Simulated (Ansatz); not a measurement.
## Two Ansatz runs on In

The structure comes from a relaxation in the same program, started in the diamond type. Whether it is a known phase or the ground state wasn't checked. The listed cell was then made from it by scaling, straining or moving an atom.

First run: DFT, PBE, all-electron LAPW, scalar-relativistic (Ansatz 0.2.0).

Command: `ansatz run input.yaml --threads 1 --pin off --max-ram 2048MiB --backend cpu --events-out ev --progress --plain --runs-dir out` The run took 16 s on 1 thread of Arm Neoverse V1, with other jobs on the host.

```yaml
crystal:
  lattice:
    - [0.0, 3.4307661018, 3.4307661018]
    - [3.4307661018, 0.0, 3.4307661018]
    - [3.4307661018, 3.4307661018, 0.0]
  atoms:
    - { symbol: In, position: [0.0, 0.0, 0.0] }
    - { symbol: In, position: [0.25, 0.25, 0.25] }
kpoints:
  mp_grid: { grid: [9, 9, 9] }
scf:
  occupations: { method: fermi_dirac, width: 0.05 }
hamiltonian:
  xc: pbe
  pseudopotentials: { kind: all_electron, lapw: { basis_error: 0.00025 } }
output:
  forces: true
  stress: true
  eigenvalues: true
```

Result: converged; pressure -1.14 GPa; no gap on the k mesh; 7 SCF iterations.

Spin–orbit coupling is left out, though it moves levels of the heavy atoms by tenths of an eV or more.

A second run of a changed input logged this at its end:

```
Error: YAML parse error: `scf.occupations.method` is required: fixed only where the cell keeps a band gap throughout the run, explicit beside scf.occupations.values (under evaluate: without them), else a smearing such as fermi_dirac (scf.occupations.width is optional; its entry in the input reference gives the default)
```

**Question.** What was wrong with the input?

**Answer.** No occupation method, by this change (others could give a like log):
```diff
@@ -10,5 +10,5 @@
   mp_grid: { grid: [9, 9, 9] }
 scf:
-  occupations: { method: fermi_dirac, width: 0.05 }
+  max_iter: 75
 hamiltonian:
   xc: pbe
```
